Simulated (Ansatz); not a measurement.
NaCl (Fm-3m): G0W0 and the choice of datasets

```
Na Cl
1.0
     0.00000    2.48160    2.48160
     2.48160    0.00000    2.48160
     2.48160    2.48160    0.00000
Na Cl
1 1
Direct
  0.00000 0.00000 0.00000
  0.50000 0.50000 0.50000
```

Held fixed (Ansatz):

```yaml
orbitals: PBE
k_mesh: 4×4×4
empty_bands: 197
response_cutoff: 200 eV
frequencies: plasmon pole, fitted at 0 and 19i eV
q_→_0_term: analytic weight of Carrier, Rohra and Görling
band_sums: cut at the band count
```

The gap is read direct at Γ, linearised, between the Kohn-Sham band edges among the points solved. The direct gap is read between the top filled and lowest empty Kohn-Sham band at Γ. ε∞ is the electronic dielectric constant on this mesh.

```tsv
datasets, wave cutoff	KS gap (eV)	G0W0 gap (eV)	direct at Γ (eV)	ε∞
all-electron, 3630 eV	7.08	9.84	9.84	2.8
hard PAW, 700 eV	7.08	9.84	9.84	2.8
hand-made PAW, accurate, 900 eV	7.08	9.83	9.83	2.8
hand-made PAW, 700 eV	7.08	9.83	9.83	2.8
JTH PAW, 700 eV	7.06	9.92	9.92	2.8
soft PAW (1st gen.), 420 eV	7.08	?	?	?
norm-conserving, 1197 eV	7.08	9.98	9.98	2.8
```

Question: Fill in the row for soft PAW (1st gen.), 420 eV.

Answer: G0W0 gap 9.84 eV, direct at Γ 9.84 eV, ε∞ 2.8.

The cell is a model at fixed atoms and needn't be the relaxed known crystal. Soft PAW datasets can miss an all-electron G0W0 gap by more than 5 %. With norm-conserving pseudopotentials the core–valence exchange is only approximate, which can shift gaps by tenths of an eV and RPA lattice constants by most of a per cent. The mesh is coarse, so these are values at the stated settings, not converged ones. Band sums or response are cut, so the gap isn't at its basis limit. The gap is read on the mesh, and the crystal's band edges can lie off it.
